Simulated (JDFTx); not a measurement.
The system is O.

```
O
1.0
     2.85140   -1.66242    0.00000
     2.85140    1.66242    0.00000
    -2.39449    0.00000    3.64705
O
2
Direct
  0.97455 0.97455 0.84443
  0.02545 0.02545 0.15557
```

```yaml
Program: JDFTx 1.7.0 (patched build)
Task: single point
Functional: PBE
Potentials_or_basis: PseudoDojo-SR-PBE-0.5-standard with smoothed tails
Cutoff: 1143 eV
Density_cutoff: 9143 eV
k_mesh: 10 × 10 × 7
Occupations: fermi-dirac, width 0.05 eV
Spin: no spin polarisation
```

On this cell: pressure -2.6 GPa; largest force 0.533 eV/Å; band gap on the k mesh none (metal or under the smearing width).

The same run follows on a disturbed copy (atoms moved at random, drawn with an rms of 0.05 Å):

```
O
1.0
     2.85140   -1.66242    0.00000
     2.85140    1.66242    0.00000
    -2.39449    0.00000    3.64705
O
2
Direct
  0.97599 0.97814 0.83922
  0.00632 0.04506 0.16634
```

Task: What changes?

Result: The energy (extrapolated to zero smearing) moves by +97.0 meV/atom; pressure -10.0 GPa; largest force 4.228 eV/Å; band gap on the k mesh none (metal or under the smearing width).

Forces in eV/Å, atoms in the order of the input:
```
O   -1.753  0.232  3.840
O    1.753 -0.232 -3.840
```

Stress tensor (GPa, compression positive):
```
 -3.24   0.45   9.58
  0.45  -2.93  -1.15
  9.58  -1.15 -23.85
```

Caveats: spin is off for a triplet molecule.
